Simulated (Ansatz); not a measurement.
## ZrN: the change of pressure and energy less free atoms with volume scale

Results calculated with Ansatz 0.2.0, not measured. Periodic Kohn-Sham DFT of a crystal at fixed atoms, scaled to volume_scale times the given cell; pressure positive in compression, energy less spherical unpolarised free atoms, largest_vzz the field gradient of largest size among the nuclei.

The cell before it is scaled or strained (space group Fm-3m, No. 225):
```
ZrN
1.0
      0.0000     2.2842     2.2842
      2.2842     0.0000     2.2842
      2.2842     2.2842     0.0000
Zr N
1 1
Direct
  0.00000 0.00000 0.00000
  0.50000 0.50000 0.50000
```

Settings of every row: method all-electron LAPW; functional PBE; relativity scalar; k mesh 9x9x9; filling fermi-dirac; smearing width 0.01 eV; basis error target 0.25 meV/atom; nucleus gaussian.

Atom start moment: 0 on all atoms.

```csv
row,volume scale,V (Å³/atom),pressure (GPa),energy less free atoms (eV/atom)
1,0.94,11.203,23.391,-9.5212
2,0.9405,11.209,23.208,-9.5221
3,0.96,11.441,16.417,-9.5507
4,0.97,11.56,13.195,-9.5617
5,0.98,11.68,10.138,-9.5704
6,1,11.918,4.484,-9.5812
7,1.01,12.037,1.871,-9.5836
8,1.02,12.156,-0.609,-9.584
9,1.03,12.276,-2.962,-9.5827
10,1.04,12.395,?,?
11,1.06,12.633,-9.326,-9.5688
```

Question: what pressure and energy less free atoms should row 10 give?

Worked fit of pressure. Take u = (V_r/V)^(2/3) − 1 with V_r = 11.799 Å³ an atom, which is twice the finite (Eulerian) strain; such expansions in the strain, on which the Birch-Murnaghan equation of state is built, carry the rest volume and the bulk modulus. The shown rows have u = 0.03516, 0.03479, 0.02075, 0.01374, 0.00678, -0.00667, -0.01323, -0.01968, -0.02607, -0.04451. Least squares give pressure = 7.2301 + 419.4 × u + 1109.85 × u² + 991 × u³ GPa; a parabola predicts inner rows, each left out in turn, worse (root mean square 0.019 against 0.0099 GPa). The rows lie off it by 0.000, 0.002, -0.002, -0.010, 0.013, 0.002, -0.002, -0.008, 0.005, 0.000 (root mean square 0.0061 GPa). The pressure vanishes at u = -0.0181, or V = 12.13 Å³ an atom, and there the bulk modulus at fixed shape and fractions is B = −V dP/dV = (2/3)(1 + u) dP/du = 249 GPa. The withheld row has u = -0.03232, so the fit gives 7.2301 + 419.4 × (-0.03232) + 1109.85 × (-0.03232)² + 991 × (-0.03232)³ = -5.199 GPa.

The calculation gave -5.195 GPa. The fit lies 0.004 GPa (0.012 % of the column's range) below it; its largest miss of a shown row is 0.013 GPa.

Worked fit of energy less free atoms. Take u = (V_r/V)^(2/3) − 1 with V_r = 11.799 Å³ an atom, which is twice the finite (Eulerian) strain; such expansions in the strain, on which the Birch-Murnaghan equation of state is built, carry the rest volume and the bulk modulus. The shown rows have u = 0.03516, 0.03479, 0.02075, 0.01374, 0.00678, -0.00667, -0.01323, -0.01968, -0.02607, -0.04451. Least squares give energy less free atoms = −9.57686 + 0.7994 × u + 22.168 × u² + 3.1 × u³ eV/atom; a parabola predicts inner rows, each left out in turn, worse (root mean square 5.5e-05 against 2.9e-05 eV/atom). All shown rows lie on it to the printed digit. Its lowest point lies at u = -0.0181, or V = 12.13 Å³ an atom, and the curvature there gives the bulk modulus at fixed shape and fractions, B = (4/9)(1 + u)² E″(u)/V = 249 GPa. The withheld row has u = -0.03232, so the fit gives −9.57686 + 0.7994 × (-0.03232) + 22.168 × (-0.03232)² + 3.1 × (-0.03232)³ = -9.5796 eV/atom.

The calculation gave -9.5797 eV/atom. The fit lies 0.0001 eV/atom (0.16 % of the column's range) above it, one unit of the last digit.
